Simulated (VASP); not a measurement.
Runs of VASP 6.6.1 on InPd. It takes space group Fm-3m (No. 225, cubic). The conventional cell has a = 5.492 Å, b = 5.492 Å, c = 5.492 Å, α = 90.00°, β = 90.00°, γ = 90.00°. Around In (site symmetry m-3m) lie 6 Pd at 2.75 Å. Pd (site symmetry m-3m) is surrounded by 6 In at 2.75 Å. The cell was built by a generator and needn't be a form met in nature.

```tsv
task	level	potentials or basis	cell	monkhorst-Pack mesh	other keys	gap on the mesh (eV)	pressure (GPa)	relaxed volume (Å³/atom)
relaxation of cell and atoms	optB88-vdW	VASP PAW PBE potentials, release 64 (In_d, Pd)	relaxed	-	-	none	0.0	(a)
relaxation of shape and atoms at fixed volume	LDA	VASP PAW LDA potentials, release 64 (In_d, Pd)	relaxed at fixed volume	yes	ISIF = 4; shifted = yes	-	-8.0	-
relaxation of cell and atoms	vdW-DF-cx	VASP PAW PBE potentials, release 64 (In_d, Pd)	relaxed	-	-	none	0.0	19.76
relaxation of cell and atoms	rev-vdW-DF2	VASP PAW PBE potentials, release 64 (In_d, Pd)	relaxed	-	-	none	0.0	20.23
relaxation of cell and atoms	SCAN	VASP PAW PBE potentials, release 64 (In_d, Pd)	relaxed	-	-	none	0.0	19.84
```

Alike in all rows: no spin polarisation; k mesh 8 × 8 × 8; cutoff (eV) 600; smearing fermi-dirac 0.05 eV.

Fill in the values left out.

(a) 20.63.

Caveats: the PAW data sets were made with another functional, which shifts forces and pressure a little (some runs); the relaxation stopped at its first step, so nothing moved (some runs).

A k mesh can miss the band edges, and the runs leave out spin-orbit coupling on In, Pd.

A gap of «none» marks a metal or a gap under the smearing width.
